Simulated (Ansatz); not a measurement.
In: tetragonal deformation path

Method: DFT r2SCAN, scalar-relativistic, plane waves, PAW in Ansatz. The runs took a 500 eV cutoff, a Γ-centred 22×22×22 mesh and Gaussian smearing (0.15 eV). No spin polarisation. Energies are free energies at this smearing, counted from the undisturbed cell; pressure is positive in compression.

The starting cell (as given, not relaxed at this level; it stands at 0.2 GPa):

```
CELL_PARAMETERS angstrom
-1.62615 1.62615 2.47395
1.62615 -1.62615 2.47395
1.62615 1.62615 -2.47395
ATOMIC_POSITIONS crystal
In 0.00000 0.00000 0.00000
```

At fixed volume and fractional coordinates, lengths along (0.000, 0.000, 1.000) are scaled against those across it; ρ is that ratio over its starting value. The cell is metallic on the mesh throughout. At ρ = 0.930 the cell becomes cubic (Fm-3m), and there the slope of the energy vanishes by symmetry.

| ρ | ΔE (meV/atom) | pressure (GPa) |
| --- | --- | --- |
| 0.850 | 2.6 | 0.2 |
| 0.920 | 2.2 | 0.2 |
| 1.000 | 0.0 | 0.2 |
| 1.100 | 2.9 | 0.3 |
| 1.200 | ? | ? |

Task: Give the withheld values.

Result: ΔE (meV/atom) at ρ = 1.200: 18.5; pressure (GPa) at ρ = 1.200: 0.8.